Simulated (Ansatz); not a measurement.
## Relaxation of Au

Level of theory: DFT PBE, scalar-relativistic, plane waves, PAW (Ansatz). (420 eV cutoff, 12×12×12 k-mesh, Gaussian smearing of 0.10 eV, no spin polarisation)

What was changed: uniaxial strain along c, with a, b and atoms relaxed: -4.0 %.

Spin–orbit coupling is left out, which can shift energies with elements as heavy as these.

Input:

```yaml
crystal:
  lattice:
    - [3.3343221287, 0.0, 0.0]
    - [0.0, 3.3343221287, 0.0]
    - [0.0, 0.0, 3.1692566768]
  atoms:
    - { symbol: Au, position: [0.0, 0.0, 0.0] }
    - { symbol: Au, position: [0.5, 0.5, 0.5] }
basis:
  ecutwfc: 420
kpoints:
  mp_grid: { grid: [12, 12, 12] }
hamiltonian:
  xc: pbe
scf:
  occupations: { method: gaussian, width: 0.1 }
output:
  forces: true
  stress: true
  eigenvalues: true
relax:
  adjacent_minimum: "off"
  f_tol: 0.008
  max_steps: 40
  cell: { stress_tol: 0.015, fix: [c, angles] }
```

F is the free energy. Steps run on the plane waves of an earlier cell, but the last one, and at times one on the way, on a freshly chosen basis, so a repeated geometry can differ a little in energy. The held parts of the cell keep their stress, so P needn't end at zero.

At step 2 the energy rises: a step can overshoot before the optimiser corrects it.

Steps:

```tsv
step	F − F(1) (eV)	largest force component (eV/Å)	V (Å³/atom)	P (GPa)
1	0.0000	0.000	17.617	3.37
2	0.0044	0.000	18.574	-3.75
3	-0.0082	0.000	18.070	-0.33
4	-0.0083	0.000	18.041	-0.11
5	-0.0086	0.000	18.041	-0.11
6	-0.0086	0.000	18.038	-0.09
7	-0.0086	0.000	18.038	-0.09
```

Relaxed structure:

```xyz
2
Lattice="3.3739 0.0000 0.0000 0.0000 3.3739 0.0000 0.0000 0.0000 3.1693" Properties=species:S:1:pos:R:3 pbc="T T T"
Au    0.0000    0.0000    0.0000
Au    1.6870    1.6870    1.5846
```

Symmetry: I4/mmm, No. 139, tetragonal system. The conventional cell has a = 3.374 Å, b = 3.374 Å, c = 3.169 Å, α = 90.00°, β = 90.00°, γ = 90.00°. Around Au (site symmetry 4/mmm) lie 10 Au at 2.86 to 3.17 Å.

The run converged. The run took roughly 90 core-seconds.